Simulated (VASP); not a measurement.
# NaH (Fm-3m) in VASP: a series of runs, part 2 of 2

VASP 6.6.1. The steps go on from the part before.

## (4) Single point, LDA (strain +0.000 along x and y, +0.015 along z, atoms carried along)

INCAR

```
SYSTEM = NaH
ALGO = Normal
EDIFF = 1E-7
ENCUT = 520
GGA = CA
ISIF = 2
ISMEAR = 0
LASPH = .True.
LCHARG = .False.
LREAL = .False.
LWAVE = .False.
NBANDS = 11
NELM = 100
PREC = Accurate
SIGMA = 0.05
```

KPOINTS

```
k-points
0
Gamma
  8 8 8
  0 0 0
```

POSCAR

```
NaH
1.0
    0.0000000000      2.4400000000      2.4766000000
    2.4400000000      0.0000000000      2.4766000000
    2.4400000000      2.4400000000      0.0000000000
Na H
1 1
Direct
    0.0000000000      0.0000000000      0.0000000000
    0.5000000000      0.5000000000      0.5000000000
```

Potentials or basis: VASP PAW LDA potentials, release 64 (Na_pv, H).

Command:

```
$ cat potpaw_LDA.64/Na_pv/POTCAR potpaw_LDA.64/H/POTCAR > POTCAR
$ mpirun -np 1 vasp_std > vasp.out
```

OUTCAR:

```text
SYSTEM = NaH
   EDIFF = 1E-7
   ENCUT = 520
   GGA = CA
   ISIF = 2
   ISMEAR = 0
   LASPH = .True.
   LREAL = .False.
   NELM = 100
   PREC = Accurate

 ion  position               nearest neighbor table
   1  0.000  0.000  0.000-
   2  0.500  0.500  0.500-

  LATTYP: Found a body centered tetragonal cell.
 ALAT       =     3.4506810922
 C/A-ratio  =     1.4354267658

  Lattice vectors:

 A1 = (  -2.4400000000,   0.0000000000,   2.4766000000)
 A2 = (   2.4400000000,   0.0000000000,   2.4766000000)
 A3 = (   0.0000000000,   2.4400000000,  -2.4766000000)

Analysis of symmetry for initial positions (statically):
=====================================================================
 Subroutine PRICEL returns:
 Original cell was already a primitive cell.

 Routine SETGRP: Setting up the symmetry group for a
 body centered tetragonal supercell.

 Subroutine GETGRP returns: Found 16 space group operations
 (whereof 16 operations were pure point group operations)
 out of a pool of 16 trial point group operations.

The static configuration has the point symmetry D_4h.

Analysis of symmetry for dynamics (positions and initial velocities):
=====================================================================
 Subroutine PRICEL returns:
 Original cell was already a primitive cell.

 Routine SETGRP: Setting up the symmetry group for a
 body centered tetragonal supercell.

 Subroutine GETGRP returns: Found 16 space group operations
 (whereof 16 operations were pure point group operations)
 out of a pool of 16 trial point group operations.

The dynamic configuration has the point symmetry D_4h.

 Subroutine INISYM returns: Found 16 space group operations
 (whereof 16 operations are pure point group operations),
 and found     1 'primitive' translations

[... 120 lines left out ...]
   LHFCALC =     F    Hartree Fock is set to
   AEXX    =    0.0000 exact exchange contribution
   IVDW    =     0    specifies the selected vdW correction
   LEPSILON=     F    determine dielectric tensor
   LRPA    =     F    only Hartree local field effects (RPA)
 non-spin polarized calculation
 Gauss-broadening in eV      SIGMA  =   0.05
  energy-cutoff  :      520.00
  volume of cell :       29.49
 maximum number of plane-waves:       821
 NGX is ok and might be reduce to    28
   NGX = 13   NGY = 13   NGZ = 13

 number of electron       7.9999999 magnetization

 Free energy of the ion-electron system (eV)
  ---------------------------------------------------
  ext. energy  EPLUGINS =         0.00000000
  ---------------------------------------------------
  free energy    TOTEN  =        -5.37194100 eV

  energy without entropy =       -5.37194100  energy(sigma->0) =       -5.37194100

 E-fermi :  -1.0937     XC(G=0):  -8.0782

 val. band max:       -1.3382151978   @ k =  -0.2500   0.2500   0.5000
 cond. band min:       1.9898801119   @ k =   0.5000   0.0000   0.0000
 fundamental gap:      3.3280953097
 Fermi energy:        -1.0937373978

 k-point     1 :       0.0000    0.0000    0.0000
  band No.  band energies     occupation
      1     -23.6054      2.00000
      2     -23.6009      2.00000
      3     -23.6009      2.00000
      4      -5.0151      2.00000
      5       8.6460      0.00000
      6      13.4698      0.00000
      7      13.5482      0.00000
      8      13.5482      0.00000
      9      14.3917      0.00000
     10      14.3917      0.00000
     11      14.3937      0.00000
[... 309 lines left out ...]
 k-point    24 :       0.3750    0.0000    0.1250
  band No.  band energies     occupation
      1     -23.6641      2.00000
      2     -23.6170      2.00000
      3     -23.6131      2.00000
      4      -3.0981      2.00000
      5       3.9637      0.00000
      6       8.0592      0.00000
      7      10.4578      0.00000
      8      12.3623      0.00000
      9      13.9972      0.00000
     10      16.3010      0.00000
     11      16.8948      0.00000

 [... further k-points ...]

------------------------ aborting loop because EDIFF is reached ----------------------------------------

  FORCE on cell =-STRESS in cart. coord.  units (eV):
  Direction    XX          YY          ZZ          XY          YZ          ZX
  --------------------------------------------------------------------------------------
  -------------------------------------------------------------------------------------
  Total       -0.5132738     -0.5132738     -0.5724525      0.0000000      0.0000000     -0.0000000
  in kB      -27.8865088    -27.8865088    -31.1017260      0.0000000      0.0000000     -0.0000000
  external PRESSURE =     -28.9582479 kB  Pullay stress =       0.0000000 kB

 VOLUME and BASIS-vectors are now :
 -----------------------------------------------------------------------------
  energy-cutoff  :      520.00
  volume of cell :       29.49
      direct lattice vectors                 reciprocal lattice vectors
     0.000000000  2.440000000  2.476600000    -0.204918033  0.204918033  0.201889687
     2.440000000  0.000000000  2.476600000     0.204918033 -0.204918033  0.201889687
     2.440000000  2.440000000  0.000000000     0.204918033  0.204918033 -0.201889687

 POSITION                                       TOTAL-FORCE (eV/Angst)
 -----------------------------------------------------------------------------------
      0.00000      0.00000      0.00000         0.000000      0.000000     -0.000000
      2.44000      2.44000      2.47660        -0.000000     -0.000000      0.000000
 -----------------------------------------------------------------------------------
    total drift:                               -0.000000      0.000000      0.000000

  FREE ENERGIE OF THE ION-ELECTRON SYSTEM (eV)
  ---------------------------------------------------
  free  energy   TOTEN  =        -5.3719410017 eV

  energy  without entropy=       -5.3719410017  energy(sigma->0) =       -5.37194100
```

OSZICAR:

```text
N       E                     dE             d eps       ncg     rms          rms(c)
DAV:   1     0.357035877748E+02    0.35704E+02   -0.44761E+03  1304   0.701E+02
DAV:   2    -0.454873957277E+01   -0.40252E+02   -0.39177E+02  1352   0.181E+02
DAV:   3    -0.577208397941E+01   -0.12233E+01   -0.12220E+01  1544   0.314E+01
DAV:   4    -0.578052508683E+01   -0.84411E-02   -0.84400E-02  1519   0.265E+00
DAV:   5    -0.578060299940E+01   -0.77913E-04   -0.77912E-04  1489   0.261E-01    0.297E+00
DAV:   6    -0.545883029911E+01    0.32177E+00   -0.33297E-01  1485   0.282E+00    0.135E+00
DAV:   7    -0.537097079728E+01    0.87860E-01   -0.30047E-01  1461   0.194E+00    0.321E-01
DAV:   8    -0.537220106959E+01   -0.12303E-02   -0.68933E-03  1475   0.918E-01    0.677E-02
DAV:   9    -0.537195814767E+01    0.24292E-03   -0.12593E-03  1827   0.351E-01    0.221E-02
DAV:  10    -0.537194040364E+01    0.17744E-04   -0.73315E-05  1473   0.470E-02    0.299E-03
DAV:  11    -0.537194101765E+01   -0.61401E-06   -0.19048E-06  1490   0.861E-03    0.218E-03
DAV:  12    -0.537194100168E+01    0.15971E-07   -0.92810E-08  1317   0.150E-03
   1 F= -.53719410E+01 E0= -.53719410E+01  d E =-.468062E-14
```

Wall time 9.2 s (1 thread of AMD EPYC 9R45 (Zen 5), shared host); peak memory 0.11 GiB.

What came out:

| Item | Value |
| --- | --- |
| Free energy | -5.3719 eV |
| Pressure | -2.9 GPa |
| Band gap on the k mesh | 3.33 eV, indirect (least direct gap 4.23 eV) |

Levels at points of the mesh, in eV from the valence-band top:
```csv
k point,band 1,band 2,band 3,band 4,band 5,band 6,band 7,band 8,band 9
"(0.00, 0.00, 0.00)",-22.27,-22.26,-22.26,-3.68,9.98,14.81,14.89,14.89,15.73
"(0.50, 0.00, 0.00)",-22.35,-22.28,-22.27,-0.90,3.33,10.27,12.68,12.90,15.32
"(0.50, 0.50, 0.00)",-22.34,-22.29,-22.29,-0.25,4.10,9.60,10.17,10.17,11.01
"(0.50, 0.00, 0.50)",-22.34,-22.30,-22.29,-0.17,4.26,9.46,9.97,10.00,10.94
```

A k mesh can miss the band edges.

## (5) Overview

```csv
cell,gap on the mesh (eV),pressure (GPa)
"strain +0.015 along x and y, +0.015 along z, atoms carried along",3.30,-3.3
"strain +0.015 along x and y, -0.030 along z, atoms carried along",3.36,-2.6
"strain +0.000 along x and y, +0.015 along z, atoms carried along",3.33,-2.9
```

Alike in all rows: task single point; level LDA; potentials or basis VASP PAW LDA potentials, release 64 (Na_pv, H); no spin polarisation; k mesh 8 × 8 × 8; cutoff (eV) 520; smearing gaussian 0.05 eV.

Absolute energies hang on the potentials; compare differences alone.
